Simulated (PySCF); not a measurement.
One of the candidates below gave these computed data.

| technique | computed result |
| --- | --- |
| 1H NMR | chemical shifts (computed TMS as zero) by class: 3.20 (2 H), 1.45 (2 H), 1.06 (2 H), 1.04 (3 H) ppm [GIAO PBE0/pcSseg-1] |
| Dipole | 2.33 D [PBE0/pcSseg-1] |
| NMR, other nuclei | isotropic shieldings of nuclei other than C and H, by class: 850 (1 Cl) ppm [GIAO PBE0/pcSseg-1] |
| 13C NMR | chemical shifts (computed TMS as zero) by class: 49.5 (1 C), 39.4 (1 C), 24.0 (1 C), 16.1 (1 C) ppm [GIAO PBE0/pcSseg-1] |
| Rotational structure | rotational constants A, B, C: 16.939, 1.321, 1.264 GHz [PBE0-D3(BJ)/def2-SVP] |

Gas-phase values; electronic properties from PySCF, density fitting. Levels stand in brackets. Isolated species at its PBE0-D3(BJ)/def2-SVP geometry (one conformer only). NMR values are class means; diastereotopic atoms form classes of their own.

Question: Which candidate is it?
A. `Cl/C=C\Cl`
B. `CCCCCl`
C. `ClCC1CC1`
D. `CC(C)(C)Cl`

Answer: B. It is `CCCCCl`. Numbering: `[CH3:1][CH2:2][CH2:3][CH2:4][Cl:5]`. Its formula, C4H9Cl, gives 0 degrees of unsaturation, so no ring and no π bond. 4 carbons fall into 4 classes; from least to most shielded: sp3 C–Cl carbon [C4] (49.5 ppm), chain CH2 carbon [C3] (39.4 ppm), chain CH2 carbon [C2] (24.0 ppm), methyl carbon [C1] (16.1 ppm). Hydrogen classes from least to most shielded: 2 H on an sp3 C–Cl carbon, C4 (3.20 ppm), 2 H on a chain CH2 carbon, C3 (1.45 ppm), 2 H on a chain CH2 carbon, C2 (1.06 ppm), 3 H on a methyl carbon, C1 (1.04 ppm). The other shieldings belong to: 850 ppm, alkyl chlorine [Cl5]. The optimised geometry has point group Cs and is an asymmetric top.

The others, at the same levels:
- `CC(C)(C)Cl` fails: it has 2 carbon classes against 4; its computed 13C shifts are 70.0 (1 C), 35.9 (3 C) ppm and 1H shifts are 1.53 (9 H) ppm.
- `Cl/C=C\Cl` fails: it has 2 hydrogens where the 1H data count 9; its computed 13C shifts are 133.5 (2 C) ppm, 1H shifts are 6.19 (2 H) ppm and rotational constant A is 11.640 GHz (against 16.939 GHz).
- `ClCC1CC1` fails: it has 7 hydrogens where the 1H data count 9; its computed 13C shifts are 56.2 (1 C), 15.7 (1 C), 7.9 (2 C) ppm, 1H shifts are 3.15 (2 H), 0.97 (1 H), 0.64 (2 H), 0.26 (2 H) ppm and rotational constant A is 11.737 GHz (against 16.939 GHz).

Each candidate is one conformer, not necessarily the lowest. The conformers computed, where there is a choice (atom-mapped SMILES and torsion angles):
- `[CH3:1][CH2:2][CH2:3][CH2:4][Cl:5]`: C1–C2–C3–C4 180°, C2–C3–C4–Cl5 180°
- `[Cl:1][CH2:2][CH:3]1[CH2:4][CH2:5]1`: Cl1–C2–C3–C4 -79°
